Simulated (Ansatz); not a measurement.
Consider AgBr in the rock salt structure (space group Fm-3m, No. 225; a = 5.8409 Å). Axes: x, y, z lie along the cube axes.

Level of theory: Ansatz (a quantum-chemistry and plane-wave program) PBE, scalar-relativistic without spin-orbit coupling.

The change: an isotropic linear strain of +1.50 %, atoms relaxed at fixed cell.

Question: Predict the stress tensor and what it implies for the stiffness.

Answer: Stress of the strained cell less that of the base (GPa, compression positive):
```
  -1.53    0.00    0.00
   0.00   -1.53    0.00
   0.00    0.00   -1.53
```

Then B = −ΔP/(ΔV/V₀) with ΔV/V₀ = 0.0457 gives secant stiffness values (nonlinear terms included at this strain): B ≈ 34 GPa.

As a check, the harmonic strain energy −½ V₀ Δσ:ε is 5.4 meV/atom; the computed energy rise is 5.7 meV/atom.

Stability against distortions was not tested.
